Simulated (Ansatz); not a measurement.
SnTe:

```
Te Sn
1.0
     0.00000    3.15085    3.15085
     3.15085    0.00000    3.15085
     3.15085    3.15085    0.00000
Te Sn
1 1
Direct
  0.50000 0.50000 0.50000
  0.00000 0.00000 0.00000
```

Base run:

* Program: Ansatz 0.2.0
* Functional: PBE
* Potentials or basis: all-electron LAPW, scalar-relativistic
* Cutoff: 185 eV (chosen from the basis error)
* Basis error allowed: 0.001 eV/atom
* k mesh: 7 × 7 × 7
* Occupations: gaussian, width 0.023 eV
* Spin: no spin polarisation

Its results: pressure 2.2 GPa.

**Question.** The run is repeated on the same cell with these changes: functional from PBE to RPBE; occupations from gaussian, width 0.023 eV to fermi-dirac, width 0.05 eV. What comes out?

**Answer.** Pressure 3.7 GPa.
